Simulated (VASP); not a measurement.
Input of a VASP 6.6.1 run:

Contents of INCAR:

```
PREC     = Accurate       # precision mode
ENCUT    = 520            # plane-wave cutoff, eV
EDIFF    = 1E-6           # SCF threshold, eV
ISMEAR   = 0              # smearing method
SIGMA    = 0.02           # smearing width, eV
LREAL    = False          # projectors in reciprocal space
LASPH    = True           # aspherical terms in the spheres
NELM     = 100            # most SCF steps
ALGO     = Normal         # electronic algorithm
ISIF     = 2              # what is computed and relaxed
LWAVE    = False          # write WAVECAR
LCHARG   = False          # write CHGCAR
GGA      = PS             # functional
NBANDS   = 11             # bands
```

KPOINTS

```
regular mesh
0
Gamma
  10 10 10
```

File POSCAR:

```
SiC
1.0
    0.0144756555      2.1711487141      2.1566730586
    2.1711487141      0.0144756555      2.1566730586
    2.1856243696      2.1856243696      0.0000000000
Si C
1 1
Direct
    0.0007367007      0.0007367007     -0.0007367007
    0.2492632993      0.2492632993      0.2507367007
```

Potentials or basis: VASP PAW PBE potentials, release 64 (Si, C).

Run with:

```sh
$ cat potpaw_PBE.64/Si/POTCAR potpaw_PBE.64/C/POTCAR > POTCAR
$ mpirun -np 1 vasp_std > vasp.out
```

**Question.** Predict the pressure.

**Answer.** 4.2 GPa.

**Question.** What does it give for the band gap on the k mesh?

**Answer.** 1.11 eV, indirect (least direct gap 4.34 eV).

Stress tensor (GPa, compression positive):
```
 3.67 -3.33  0.00
-3.33  3.67  0.00
 0.00  0.00  5.29
```

Caveat: the PAW data sets were made with another functional, which shifts forces and pressure a little. A k mesh can miss the band edges.
